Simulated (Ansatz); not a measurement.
# Eu (Fmmm): equation of state

One table from this session's results is given with a row withheld; the runs are named, their logs left out.

Method: DFT PBE+U (U_eff = 6 eV on Eu 4f), scalar-relativistic, plane waves, PAW, in Ansatz 0.2.0.

**The system as given**

It takes space group Fmmm (No. 69, orthorhombic). Conventional cell: a = 4.440 Å, b = 6.470 Å, c = 6.566 Å, α = 90.00°, β = 90.00°, γ = 90.00°. Eu (site symmetry mmm) is surrounded by 10 Eu at 3.92 to 4.44 Å.

Structure file:

```cif
data_structure
_symmetry_space_group_name_H-M 'Fmmm'
_symmetry_Int_Tables_number 69
_cell_length_a 4.4401
_cell_length_b 6.4696
_cell_length_c 6.5662
_cell_angle_alpha 90.000
_cell_angle_beta 90.000
_cell_angle_gamma 90.000
_cell_volume 188.62
loop_
_atom_site_label
_atom_site_type_symbol
_atom_site_symmetry_multiplicity
_atom_site_Wyckoff_symbol
_atom_site_fract_x
_atom_site_fract_y
_atom_site_fract_z
_atom_site_occupancy
Eu1 Eu 4 a 0.00000 0.00000 0.00000 1
```

An earlier run at PBE+U (U_eff = 6 eV on Eu 4f) left this cell at 47.155 Å³/atom and 0.00 GPa (12×12×8 mesh). The large moments point both ways and cancel.

Volume factors to run: 0.980, 1.020, 0.960, 1.040.

The first run:

The input, input.yaml:

```yaml
crystal:
  lattice:
    - [2.271999636, -2.271999636, 2.2051593914]
    - [-2.271999636, 2.271999636, 2.2051593914]
    - [-4.6118391915, -4.6118391915, 0.0]
  atoms:
    - { symbol: Eu, position: [0.0, 0.0, 0.0], spin: 7.82 }
    - { symbol: Eu, position: [0.5, 0.5, 0.5], spin: -7.82 }
basis:
  ecutwfc: 420
  ecutrho_ratio: 4
kpoints:
  mp_grid: { grid: [12, 12, 8] }
hamiltonian:
  xc: pbe
  hubbard:
    sites:
      - { species: Eu, l: f, u_eff: 6.0, starting_ns: start.occupation_matrices }
    ns_hold: { iters: 6 }
scf:
  occupations: { method: gaussian, width: 0.05 }
  lower_state_search: "off"
output:
  forces: true
  stress: true
  eigenvalues: true
  populations: true
magnetization:
  spin_polarized: true
relax:
  f_tol: 0.01
  max_steps: 40
  cell: { stress_tol: 0.1, fix: [volume] }
```

The open shells start from the occupation matrices of the run at the neighbouring geometry (file start.occupation_matrices).

Run with:

```
$ ansatz run input.yaml --threads 2 --pin off --max-ram 5120MiB --backend cpu --events-out ev --progress --plain --runs-dir out
```

Among the steps run: Volume × 0.980; At 1.020 of the relaxed volume; Scaling the volume by 0.960; Volume × 1.040.

One of the session's tables, all rows but one given; the rest of the session is left out.

It belongs to the step «The fit». 

```
volume (Å³/atom)  energy (meV/atom)  pressure (GPa)
          45.269               3.21            0.57
          46.212               0.76            0.27
          47.155               0.00            0.00
          48.098                  ?               ?
          49.041               2.95           -0.48
```

Estimate the missing values for volume (Å³/atom) = 48.098.

Worked estimate for «energy (meV/atom)». A straight line through the neighbours (47.155, 0.00) and (49.041, 2.95) gives 0.00 + (2.95 − 0.00) × (48.098 − 47.155) / (49.041 − 47.155) = 1.48; a parabola fitted to 3 rows on both sides gives 0.73.

As computed: energy (meV/atom): 0.77; pressure (GPa): -0.25. In «energy (meV/atom)» the line misses by +0.71 and the parabola by -0.04.

Caveats from the session: Warnings in the runs' records: filled band counts differ across k points, stability check not made.
